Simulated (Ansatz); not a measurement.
**Li3N under a change: biaxial strain −3.37 %, plane normal [001], relaxed out of plane**

Start from Li$_{3}$N (space group P6/mmm, No. 191; a = 3.610 Å, c = 3.856 Å). Axes: x lies along a and z along c of the hexagonal cell.

One thing is altered: compressive biaxial strain of 3.37 % in the plane normal to [001], as in epitaxy on a mismatched substrate; the out-of-plane cell vector and the atoms relax.

Method: Ansatz (a first-principles code) r2SCAN, scalar-relativistic without spin-orbit coupling. Γ-centred 11×11×9 mesh, Fermi–Dirac width 0.05 eV.

* **Volume per atom**: 10.19 Å³ (base 10.88 Å³)
* **Space group**: P6/mmm (No. 191) (base P6/mmm (No. 191))
* **Shortest interatomic distance**: 1.934 Å (base 1.928 Å)
* **Band gap**: 1.50 eV (base 1.48 eV)
* **Gap character**: indirect, A → L (base indirect, A → Γ)
* **Smallest direct gap**: 1.72 eV (base 1.69 eV)
* **Width of the top valence band**: 1.17 eV (base 1.06 eV)
* **Out-of-plane strain**: +0.30 %
* **Ratio −ε⊥/ε∥**: 0.09
* **Mean in-plane stress (compression positive)**: +6.6 GPa

No phonon test of stability was made.
